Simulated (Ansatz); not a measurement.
# ZnSe: the order of phases at one pressure

Aim: bring ZnSe in several structures (rocksalt, CsCl, zincblende, NiAs) to one pressure and rank them by enthalpy. The pressure is set by scaling the first phase. Methods of the runs shown: LAPW. Companion runs by PAW are cited.

Program: Ansatz 0.2.0. Level of theory: DFT, PBE, all-electron LAPW, scalar-relativistic. These are calculated values, not measurements.

## 1. The structure to begin with

Symmetry: Fm-3m, No. 225, cubic system. Conventional cell: a = 5.239 Å, b = 5.239 Å, c = 5.239 Å, α = 90.00°, β = 90.00°, γ = 90.00°. Zn (site symmetry m-3m) has 6 Se at 2.62 Å as nearest neighbours. Se (site symmetry m-3m) is surrounded by 6 Zn at 2.62 Å.

As a file:

```cif
data_structure
_symmetry_space_group_name_H-M 'Fm-3m'
_symmetry_Int_Tables_number 225
_cell_length_a 5.2387
_cell_length_b 5.2387
_cell_length_c 5.2387
_cell_angle_alpha 90.000
_cell_angle_beta 90.000
_cell_angle_gamma 90.000
_cell_volume 143.77
loop_
_atom_site_label
_atom_site_type_symbol
_atom_site_symmetry_multiplicity
_atom_site_Wyckoff_symbol
_atom_site_fract_x
_atom_site_fract_y
_atom_site_fract_z
_atom_site_occupancy
Zn1 Zn 4 a 0.00000 0.00000 0.00000 1
Se1 Se 4 b 0.50000 0.00000 0.00000 1
```

The file gives the conventional cell by its symmetry; the runs use the cell typed in the input.

Atoms are numbered in the order of the input: Zn1, Se2.

## 2. Rocksalt relaxed under pressure, LAPW

input.yaml

```yaml
crystal:
  lattice:
    - [0.0, 2.6193686313, 2.6193686313]
    - [2.6193686313, 0.0, 2.6193686313]
    - [2.6193686313, 2.6193686313, 0.0]
  atoms:
    - { symbol: Zn, position: [0.0, 0.0, 0.0] }
    - { symbol: Se, position: [0.5, 0.5, 0.5] }
kpoints:
  mp_grid: { grid: [14, 14, 14] }
scf:
  occupations: { method: fermi_dirac, width: 0.05 }
hamiltonian:
  xc: pbe
  pseudopotentials: { kind: all_electron, lapw: { basis_error: 0.0005 } }
output:
  forces: true
  stress: true
  eigenvalues: true
relax:
  f_tol: 0.005
  max_steps: 12
  cell: { p_target: 6.1, stress_tol: 0.03 }
```

Launch:

```
$ ansatz run input.yaml --threads 1 --pin off --max-ram 3584MiB --backend cpu --events-out ev --progress --plain --runs-dir out
```

Standard output (excerpt; [...] marks lines left out):

```text
[...]
LAPW: plane waves up to 8.989 Å⁻¹, error target 5.0e-4 eV per atom; small_component_spin mean_spin; Zn in spheres of 1.292 Å, 20 of its electrons in bands, Dirac shells []; Se in spheres of 1.249 Å, 24 of its electrons in bands, Dirac shells []
[...]
Pseudopotentials: kind: all_electron
Pseudopotential: Zn, LAPW, valence charge 20, Koelling and Harmon's equation, gaussian nucleus
Pseudopotential: Se, LAPW, valence charge 24, Koelling and Harmon's equation, gaussian nucleus
Functional definition: PBE
[...]
Crystal: 2 atoms, lattice volume = 35.943 Å³
Basis set: ecut = 307.8753979928072 eV, 459 PW (Γ), exchange–correlation at level 2
Bands: 27, of which v1, the nominal top of the filled ones, is band 22 counted from 1 (21 counted from 0)
Symmetry: 48 space group operations
Space group: Fm-3m (ITA 225), of the structure as read, at distance tolerance 3.3e-5 Å
k-points: 104 of 2744
[...]
SCF iter   1: F=—  HF=-114999.779931 eV  |F-HF|=—  |Δ(HF+E_count)|=         —  Δρ=3.38e-2  dr2=7.27e-1  ethr=1.65e-3  ⟨swp⟩=2.0  Hψ=17678  notcnv=0
[...]
relax step   1: F+E_penalty+E_count = -114999.45053786 eV  Δ(F+E_penalty+E_count) = +0.000e0 eV  max|allowed force component| = 2.794e-31 eV/Å  Δτ_max = 0.0000 Å  P = +6.106 GPa  Ω = 35.943 Å³  (7 SCF iters, accepted)
[...]
relax step   2: F+E_penalty+E_count = -114999.45053788 eV  Δ(F+E_penalty+E_count) = -2.366e-8 eV  max|allowed force component| = 4.930e-31 eV/Å  Δτ_max = 0.0000 Å  P = +6.106 GPa  Ω = 35.943 Å³  stress off target by 5.81e-3 GPa  SCF on the basis re-selected at this cell (its energy is not [...]
SCF converged after 2 iterations
Free energy (F): -114999.450538 eV
[...]
E sigma→0 (E₀):  -114999.447746 eV
Entropy (-TS):   -0.005583 eV (-2.792 meV/atom)
Fermi energy:    11.937050 eV
[...]
--- Forces (eV/Å), atoms counted from 1 ---
  atom   1  Zn     0.00000000    -0.00000000     0.00000000
  atom   2  Se     0.00000000    -0.00000000     0.00000000
[...]
--- Stress (GPa, compression-positive) ---
        6.105813       0.000000       0.000000
        0.000000       6.105813       0.000000
        0.000000       0.000000       6.105813
  P = ⅓ Tr σ = 6.1058 GPa (61.058 kbar)
--- Band table (eV; the first three rows and the last of 104) ---
[...]
--- Relaxed structure (1 steps of the walk, 1 accepted, 1 SCFs on fresh bases) ---
  F+E_penalty+E_count = -114999.45053788 eV   max|allowed force component| = 4.930e-31 eV/Å   (the final SCF, on the basis selected at the relaxed cell)
  cell:  # Å, volume = 35.9435 Å³
    - [0.0, 2.6193686313, 2.6193686313]
    - [2.6193686313, 0.0, 2.6193686313]
    - [2.6193686313, 2.6193686313, 0.0]
  atoms:
    - { symbol: Zn, position: [0.0, 0.0, 0.0] }
    - { symbol: Se, position: [0.5, 0.5, 0.5] }
```

Run time: 37 s. Hardware: 1 thread of Arm Neoverse V2, shared host; peak memory 0.55 GiB.

The steps of the relaxation:

```csv
step,energy from step 1 (eV/cell),largest force component (eV/Å),pressure (GPa),volume (Å³)
1,0.0000,0.0000,6.11,35.94
2,0.0000,0.0000,6.11,35.94
```

Step 1 is the start. Step 2 repeats the geometry before on a plane-wave basis chosen anew for that cell, so the energy can jump there without any move; the table keeps such jumps.

| input's cell | before | after | change |
| --- | --- | --- | --- |
| a (Å) | 3.704 | 3.704 | +0.0 % |
| b (Å) | 3.704 | 3.704 | +0.0 % |
| c (Å) | 3.704 | 3.704 | +0.0 % |
| volume (Å³/atom) | 17.97 | 17.97 | +0.0 % |

This run gives: pressure 6.11 GPa; no gap.

## 3. CsCl relaxed under pressure, LAPW

Edit input.yaml of step 2 so:

```diff
@@ -2,5 +2,5 @@
   lattice:
-    - [0.0, 2.6193686313, 2.6193686313]
-    - [2.6193686313, 0.0, 2.6193686313]
-    - [2.6193686313, 2.6193686313, 0.0]
+    - [3.2661909776, 0.0, 0.0]
+    - [0.0, 3.2661909776, 0.0]
+    - [0.0, 0.0, 3.2661909776]
   atoms:
```

Launch:

```
$ ansatz run input.yaml --threads 1 --pin off --max-ram 3584MiB --backend cpu --events-out ev --progress --plain --runs-dir out
```

Standard output (excerpt; [...] marks lines left out):

```text
[...]
LAPW: plane waves up to 8.143 Å⁻¹, error target 5.0e-4 eV per atom; small_component_spin mean_spin; Zn in spheres of 1.403 Å, 20 of its electrons in bands, Dirac shells []; Se in spheres of 1.341 Å, 24 of its electrons in bands, Dirac shells []
[...]
[... 4 set-up lines as earlier in the session ...]
[...]
Crystal: 2 atoms, lattice volume = 34.844 Å³
Basis set: ecut = 252.66363454607145 eV, 305 PW (Γ), exchange–correlation at level 2
Bands: 27, of which v1, the nominal top of the filled ones, is band 22 counted from 1 (21 counted from 0)
[... 1 set-up line as earlier in the session ...]
Space group: Pm-3m (ITA 221), of the structure as read, at distance tolerance 3.3e-5 Å
k-points: 120 of 2744
[...]
Entropy (-TS):   -0.009939 eV (-4.969 meV/atom)
Fermi energy:    13.073954 eV
[...]
--- Forces (eV/Å), atoms counted from 1 ---
  atom   1  Zn    -0.00000000    -0.00000000    -0.00000000
  atom   2  Se     0.00000000    -0.00000000    -0.00000000
[...]
--- Stress (GPa, compression-positive) ---
        6.102262       0.000000       0.000000
        0.000000       6.102262       0.000000
        0.000000       0.000000       6.102262
  P = ⅓ Tr σ = 6.1023 GPa (61.023 kbar)
--- Band table (eV; the first three rows and the last of 120) ---
[...]
--- Relaxed structure (1 steps of the walk, 1 accepted, 1 SCFs on fresh bases) ---
  F+E_penalty+E_count = -114998.38042545 eV   max|allowed force component| = 3.550e-30 eV/Å   (the final SCF, on the basis selected at the relaxed cell)
  cell:  # Å, volume = 34.8437 Å³
    - [3.2661909776, 0.0, 0.0]
    - [0.0, 3.2661909776, 0.0]
    - [0.0, 0.0, 3.2661909776]
  atoms:
    - { symbol: Zn, position: [0.0, 0.0, 0.0] }
    - { symbol: Se, position: [0.49999999999999994, 0.49999999999999994, 0.49999999999999994] }
```

Wall time 48 s (1 thread of Arm Neoverse V2, shared host); peak memory 0.52 GiB.

The steps of the relaxation:

```csv
step,energy from step 1 (eV/cell),largest force component (eV/Å),pressure (GPa),volume (Å³)
1,0.0000,0.0000,6.10,34.84
2,0.0000,0.0000,6.10,34.84
```

Step 1 is the start. Step 2 repeats the geometry before on a plane-wave basis chosen anew for that cell, so the energy can jump there without any move; the table keeps such jumps.

| input's cell | before | after | change |
| --- | --- | --- | --- |
| a (Å) | 3.266 | 3.266 | -0.0 % |
| b (Å) | 3.266 | 3.266 | -0.0 % |
| c (Å) | 3.266 | 3.266 | -0.0 % |
| volume (Å³/atom) | 17.42 | 17.42 | -0.0 % |

Result: pressure 6.10 GPa; no gap.

## 4. Zincblende relaxed under pressure, LAPW

input.yaml

```yaml
crystal:
  lattice:
    - [0.0, 2.7832992201, 2.7832992201]
    - [2.7832992201, 0.0, 2.7832992201]
    - [2.7832992201, 2.7832992201, 0.0]
  atoms:
    - { symbol: Zn, position: [0.0, 0.0, 0.0] }
    - { symbol: Se, position: [0.25, 0.25, 0.25] }
kpoints:
  mp_grid: { grid: [12, 12, 12] }
scf:
  occupations: { method: fermi_dirac, width: 0.05 }
hamiltonian:
  xc: pbe
  pseudopotentials: { kind: all_electron, lapw: { basis_error: 0.0005 } }
output:
  forces: true
  stress: true
  eigenvalues: true
relax:
  f_tol: 0.005
  max_steps: 12
  cell: { p_target: 6.1, stress_tol: 0.03 }
```

Launch:

```
$ ansatz run input.yaml --threads 1 --pin off --max-ram 3584MiB --backend cpu --events-out ev --progress --plain --runs-dir out
```

Standard output:

```text
The last accepted step is kept in <dir> (removed where the run ends without a failure and the disk answers)
LAPW: plane waves up to 9.976 Å⁻¹, error target 5.0e-4 eV per atom; small_component_spin mean_spin; Zn in spheres of 1.183 Å, 20 of its electrons in bands, Dirac shells []; Se in spheres of 1.155 Å, 24 of its electrons in bands, Dirac shells []
Engine: ansatz 0.2.0
[... 4 set-up lines as earlier in the session ...]
  parameter kappa = 0.804
  parameter beta = 0.06672455060314922
  exchange = pbe_x(kappa = kappa, mu = beta*pi^2/3)
  correlation = pbe_c(beta = beta)
Crystal: 2 atoms, lattice volume = 43.123 Å³
Basis set: ecut = 379.18992835489365 eV, 725 PW (Γ), exchange–correlation at level 2
Bands: 27, of which v1, the nominal top of the filled ones, is band 22 counted from 1 (21 counted from 0)
Symmetry: 24 space group operations
Space group: F-43m (ITA 216), of the structure as read, at distance tolerance 3.5e-5 Å
k-points: 72 of 1728 (time reversal used)
Non-local potential: Zn, projectors of the file, none
Non-local potential: Se, projectors of the file, none
Initial density: superposition of atomic densities (chi_scale 0.1, normalization cell, long waves kept (reshape's long-wave potential 0.00 eV rms))
Initial wavefunctions: plane waves of lowest kinetic energy (no species holds an atomic orbital)
Functional: x = pbe(κ = 0.804, μ = 0.2195149727645171), c = pbe(β = 0.06672455060314922)
iter 1 solved again at ethr=1.64e-3 eV; its pass at ethr=1.00e-1 eV (dr2=7.22e-1 eV) is discarded
SCF iter   1: F=—  HF=-115000.333703 eV  |F-HF|=—  |Δ(HF+E_count)|=         —  Δρ=3.24e-2  dr2=7.24e-1  ethr=1.64e-3  ⟨swp⟩=2.0  Hψ=12128  notcnv=0
preconditioner: auto → none  [insulator: Δε(μ)=1.712 eV  Ē_g=12.476 eV  σ=0.050 eV  W_gap=1.00  n_scr=14 (ndim 8)  ℏωp=24.0 eV  f_vac=0.172  D(μ)=0.00/eV (n_scr^D=0)  ε∞_Penn≈4.7]
iter 2 solved again at ethr=8.02e-5 eV; its pass at ethr=1.64e-3 eV (dr2=3.53e-2 eV) is discarded
SCF iter   2: F=—  HF=-115000.124924 eV  |F-HF|=—  |Δ(HF+E_count)|=   2.09e-1  Δρ=1.01e-2  dr2=3.53e-2  ethr=8.02e-5  ⟨swp⟩=2.0  Hψ=9883  notcnv=0
SCF iter   3: F=—  HF=-115000.050573 eV  |F-HF|=—  |Δ(HF+E_count)|=   7.44e-2  Δρ=6.98e-3  dr2=1.68e-2  ethr=8.02e-5  ⟨swp⟩=3.0  Hψ=6146  notcnv=0
SCF iter   4: F=—  HF=-115000.043787 eV  |F-HF|=—  |Δ(HF+E_count)|=         —  Δρ=3.14e-3  dr2=3.48e-3  ethr=3.82e-5  ⟨swp⟩=2.0  Hψ=5337  notcnv=0
the basis was enlarged: its passes take 113.8 KiB over the memory plan, 1 of 1 planned eigensolver slots
SCF iter   5: F=—  HF=-115000.043991 eV  |F-HF|=—  |Δ(HF+E_count)|=   2.04e-4  Δρ=6.14e-4  dr2=1.01e-4  ethr=7.91e-6  ⟨swp⟩=2.0  Hψ=5367  notcnv=0
SCF iter   6: F=—  HF=-115000.044006 eV  |F-HF|=—  |Δ(HF+E_count)|=   1.57e-5  Δρ=9.54e-5  dr2=2.66e-6  ethr=2.29e-7  ⟨swp⟩=2.4  Hψ=5360  notcnv=0
SCF iter   7: F=-115000.044013 eV  HF=-115000.044013 eV  |F-HF|=1.06e-8  |Δ(HF+E_count)|=   6.15e-6  Δρ=1.04e-5  dr2=4.97e-8  ethr=6.05e-9  ⟨swp⟩=3.0  Hψ=5688  notcnv=0
SCF 1 converged in 7 iterations: F = -115000.044013 eV  dr2 = 4.97e-8
relax step   1: F+E_penalty+E_count = -115000.04401261 eV  Δ(F+E_penalty+E_count) = +0.000e0 eV  max|allowed force component| = 7.170e-17 eV/Å  Δτ_max = 0.0000 Å  P = +6.129 GPa  Ω = 43.123 Å³  (7 SCF iters, accepted)
Initial density: handed on by an earlier stage of this run
Initial wavefunctions: those handed on with the density
iter 1 solved again at ethr=1.13e-10 eV; its pass at ethr=1.00e-1 eV (dr2=4.97e-8 eV) is discarded
SCF iter   1: F=—  HF=-115000.044013 eV  |F-HF|=—  |Δ(HF+E_count)|=         —  Δρ=1.04e-5  dr2=4.97e-8  ethr=1.13e-10  ⟨swp⟩=4.4  Hψ=9050  notcnv=0
preconditioner: auto → none  [insulator: Δε(μ)=1.511 eV  Ē_g=13.028 eV  σ=0.050 eV  W_gap=1.00  n_scr=14 (ndim 8)  ℏωp=24.0 eV  f_vac=0.216  D(μ)=0.00/eV (n_scr^D=0)  ε∞_Penn≈4.4]
SCF iter   2: F=-115000.044013 eV  HF=-115000.044013 eV  |F-HF|=1.18e-8  |Δ(HF+E_count)|=   7.23e-8  Δρ=5.49e-6  dr2=1.34e-8  ethr=1.13e-10  ⟨swp⟩=3.0  Hψ=5880  notcnv=0
SCF 2 converged in 2 iterations: F = -115000.044013 eV  dr2 = 1.34e-8
relax step   2: F+E_penalty+E_count = -115000.04401264 eV  Δ(F+E_penalty+E_count) = -2.848e-8 eV  max|allowed force component| = 6.939e-17 eV/Å  Δτ_max = 0.0000 Å  P = +6.129 GPa  Ω = 43.123 Å³  stress off target by 2.86e-2 GPa  SCF on the basis re-selected at this cell (its energy is not comparable with the rows above)  (2 SCF iters)
basis re-selected at this cell: Δ(F+E_penalty+E_count) = -2.848e-8 eV, ΔP = -0.001 GPa vs the last step (what re-selecting the basis moved, after the strain that the cell walked since its last selection, with what the two solves' SCF thresholds leave and, on support functions, any second-order correction that the steps lacked; it is no measure of the basis error at this ecutwfc). This SCF's stress stands 2.86e-2 GPa from its target on what of the cell is left free (relax.cell.stress_tol is 3.00e-2 GPa) and its largest allowed force component is 6.94e-17 eV/Å (relax.f_tol is 5.00e-3 eV/Å): within both
SCF converged after 2 iterations
Free energy (F): -115000.044013 eV
Harris-Foulkes:  -115000.044013 eV  (|F-HF|=1.18e-8)
Internal energy: -115000.044013 eV  (E = F + TS)
E sigma→0 (E₀):  -115000.044013 eV
Fermi energy:    9.684320 eV
--- Per-component energies (eV) ---
  E_band       = -2208.226998
  E_kinetic    = 117470.962926
  E_xc         = -4347.395259
  E_electrostatic = -228123.611680  (all electrons and nuclei)
  E_smearing   = -0.000000  (= −TS)
  E_closure    = 0.000000  (closes the sum)
  E_atoms      = -114994.086913  (free atoms, spherical and without spin; not in F)
  Σ components = -115000.044013   (vs F -115000.044013, Δ=0.00e0)
  Basis errors (estimates in eV, not in F): energy 2.2e-4 per atom: plane waves 2.0e-4 (1.2e-4 summed), levels above the bands 3.8e-86, relativity 4.7e-8, radial functions 1.9e-5, core shells 1.1e-10; eigenvalues (radial functions only) 1.5e-7; not estimated: angular momenta, meshes, grids; target (lapw.basis_error) 5.0e-4; muffin-tin radii Zn 1.183 Å, Se 1.155 Å
--- Forces (eV/Å), atoms counted from 1 ---
  atom   1  Zn    -0.00000000     0.00000000     0.00000000
  atom   2  Se     0.00000000    -0.00000000     0.00000000
  max |Σ_I F_I| component: 2.78e-17 eV/Å
--- Stress (GPa, compression-positive) ---
        6.128587       0.000000       0.000000
        0.000000       6.128587       0.000000
        0.000000       0.000000       6.128587
  P = ⅓ Tr σ = 6.1286 GPa (61.286 kbar)
--- Band table (eV; the first three rows and the last of 72) ---
  k-point 0: bands = ["-198.4146", "-137.8818", "-137.8818", "-137.8818", "-116.4694", "-70.6371", "-70.6371", "-70.6371", "-38.1028", "-38.1028", "-38.1028", "-38.0976", "-38.0976", "-4.7483", "2.1291", "2.1291", "2.1291", "2.5512", "2.5512", "8.8749", "8.8749", "8.8749", "10.3865", "14.6654", "14.6654", "14.6654", "19.0143"]
  k-point 1: bands = ["-198.4146", "-137.8818", "-137.8818", "-137.8818", "-116.4694", "-70.6371", "-70.6371", "-70.6371", "-38.1028", "-38.1028", "-38.1028", "-38.0976", "-38.0976", "-4.6980", "2.1298", "2.1374", "2.1374", "2.5503", "2.5503", "8.1221", "8.7963", "8.7963", "10.9826", "14.6154", "14.7967", "14.7967", "19.4770"]
  k-point 2: bands = ["-198.4146", "-137.8818", "-137.8818", "-137.8818", "-116.4694", "-70.6371", "-70.6371", "-70.6371", "-38.1028", "-38.1027", "-38.1027", "-38.0975", "-38.0975", "-4.5552", "2.1396", "2.1592", "2.1592", "2.5491", "2.5491", "6.9031", "8.5966", "8.5966", "11.6156", "14.8140", "15.0962", "15.0962", "19.4068"]
  k-point 71: bands = ["-198.4146", "-137.8818", "-137.8818", "-137.8818", "-116.4693", "-70.6372", "-70.6372", "-70.6371", "-38.1027", "-38.1026", "-38.1023", "-38.0976", "-38.0974", "-3.5563", "2.2480", "2.3671", "2.5042", "2.5179", "2.8966", "3.9251", "5.8893", "5.9527", "14.3516", "14.6792", "15.9641", "16.5782", "21.0085"]
--- Relaxed structure (1 steps of the walk, 1 accepted, 1 SCFs on fresh bases) ---
  F+E_penalty+E_count = -115000.04401264 eV   max|allowed force component| = 6.939e-17 eV/Å   (the final SCF, on the basis selected at the relaxed cell)
  cell:  # Å, volume = 43.1231 Å³
    - [0.0, 2.7832992201, 2.7832992201]
    - [2.7832992201, 0.0, 2.7832992201]
    - [2.7832992201, 2.7832992201, 0.0]
  atoms:
    - { symbol: Zn, position: [0.0, 0.0, 0.0] }
    - { symbol: Se, position: [0.25, 0.25, 0.25] }
```

Run time: 72 s. Hardware: 1 thread of Arm Neoverse V2, shared host; peak memory 0.46 GiB.

The steps of the relaxation:

```csv
step,energy from step 1 (eV/cell),largest force component (eV/Å),pressure (GPa),volume (Å³)
1,0.0000,0.0000,6.13,43.12
2,0.0000,0.0000,6.13,43.12
```

Step 1 is the start. Step 2 repeats the geometry before on a plane-wave basis chosen anew for that cell, so the energy can jump there without any move; the table keeps such jumps.

| input's cell | before | after | change |
| --- | --- | --- | --- |
| a (Å) | 3.936 | 3.936 | +0.0 % |
| b (Å) | 3.936 | 3.936 | +0.0 % |
| c (Å) | 3.936 | 3.936 | +0.0 % |
| volume (Å³/atom) | 21.56 | 21.56 | +0.0 % |

In short: pressure 6.13 GPa; gap on the k mesh 1.51 eV.

## 5. NiAs at the cell that PAW relaxed, LAPW

input.yaml

```yaml
crystal:
  lattice:
    - [3.7232164176, 0.0, 0.0]
    - [-1.8616082088, 3.2244000014, 0.0]
    - [0.0, 0.0, 6.0465613996]
  atoms:
    - { symbol: Zn, position: [0.0, 0.0, 0.0] }
    - { symbol: Zn, position: [0.0, 0.0, 0.5] }
    - { symbol: Se, position: [0.3333333333, 0.6666666667, 0.25] }
    - { symbol: Se, position: [0.6666666667, 0.3333333333, 0.75] }
kpoints:
  mp_grid: { grid: [10, 10, 6] }
scf:
  occupations: { method: fermi_dirac, width: 0.05 }
hamiltonian:
  xc: pbe
  pseudopotentials: { kind: all_electron, lapw: { basis_error: 0.0005 } }
output:
  forces: true
  stress: true
  eigenvalues: true
  populations: true
```

Launch:

```
$ ansatz run input.yaml --threads 1 --pin off --max-ram 3584MiB --backend cpu --events-out ev --progress --plain --runs-dir out
```

Standard output (excerpt; [...] marks lines left out):

```text
Zn: projections on atomic orbitals take those of the free atom 1s2 2s2 2p6 3s2 3p6 3d10 4s2, of charge +0.00 (hamiltonian.pseudopotentials.projection_atoms)
Se: projections on atomic orbitals take those of the free atom 1s2 2s2 2p6 3s2 3p6 3d10 4s2 4p4, of charge +0.00 (hamiltonian.pseudopotentials.projection_atoms)
LAPW: plane waves up to 8.611 Å⁻¹, error target 5.0e-4 eV per atom; small_component_spin mean_spin; Zn in spheres of 1.340 Å, 20 of its electrons in bands, Dirac shells []; Se in spheres of 1.288 Å, 24 of its electrons in bands, Dirac shells []
[...]
[... 4 set-up lines as earlier in the session ...]
[...]
Crystal: 4 atoms, lattice volume = 72.590 Å³
[...]
SCF converged after 9 iterations
Free energy (F): -229998.853466 eV
[...]
E sigma→0 (E₀):  -229998.852039 eV
Entropy (-TS):   -0.002855 eV (-0.714 meV/atom)
Fermi energy:    11.868062 eV
[...]
--- Forces (eV/Å), atoms counted from 1 ---
  atom   1  Zn    -0.00000000     0.00000000     0.00000000
  atom   2  Zn    -0.00000000     0.00000000     0.00000000
  atom   3  Se    -0.00000000     0.00000000     0.00000000
  atom   4  Se     0.00000000    -0.00000000    -0.00000000
[...]
--- Stress (GPa, compression-positive) ---
        6.087998      -0.000000      -0.000000
       -0.000000       6.087998      -0.000000
       -0.000000      -0.000000       6.092181
  P = ⅓ Tr σ = 6.0894 GPa (60.894 kbar)
--- Band table (eV; the first three rows and the last of 56) ---
[...]
--- Löwdin populations: 4 sites ---
  site symbol       q [e]
     0     Zn     28.7867
     1     Zn     28.7867
     2     Se     34.9914
     3     Se     34.9914
  spilling = 0.003466 (of n_electrons = 128.000000)
```

Wall time 76 s (1 thread of Arm Neoverse V2, shared host); peak memory 0.67 GiB.

In short: pressure 6.09 GPa; no gap.

## 6. Side by side

Rows by PAW come from runs of the same series that aren't printed here.

Enthalpy per atom, H = F + pV at p = 6.1 GPa, from each method's lowest phase:

```
             method       start  space group, start → end  volume (Å³/atom)  pressure (GPa)  enthalpy (meV/atom)
               LAPW    rocksalt             Fm-3m → Fm-3m            17.972             6.1                160.1
               LAPW        CsCl             Pm-3m → Pm-3m            17.422             6.1                674.2
               LAPW  zincblende             F-43m → F-43m            21.562             6.1                  0.0
LAPW, at PAW's cell        NiAs                  P6_3/mmc            18.147             6.1                178.7
                PAW    rocksalt             Fm-3m → Fm-3m            17.972             6.1                160.8
                PAW        CsCl             Pm-3m → Pm-3m            17.422             6.1                675.4
                PAW  zincblende             F-43m → F-43m            21.562             6.1                  0.0
                PAW        NiAs       P6_3/mmc → P6_3/mmc            18.147             6.1                179.6
```

## 7. Outcome

| quantity | value |
| --- | --- |
| pressure | 6.1 GPa |
| lowest (LAPW) | zincblende, 160.1 meV/atom under rocksalt |
| lowest (PAW) | zincblende, 160.8 meV/atom under rocksalt |

What this shows: By LAPW the order is zincblende < rocksalt < NiAs < CsCl. By PAW the order is zincblende < rocksalt < NiAs < CsCl. The methods agree on the lowest phase. Only these structures were tried, with electrons smeared by 0.05 eV and without vibrations, so the true ground state may be another. The k meshes differ between phases and weren't tested, which can move differences by some meV.
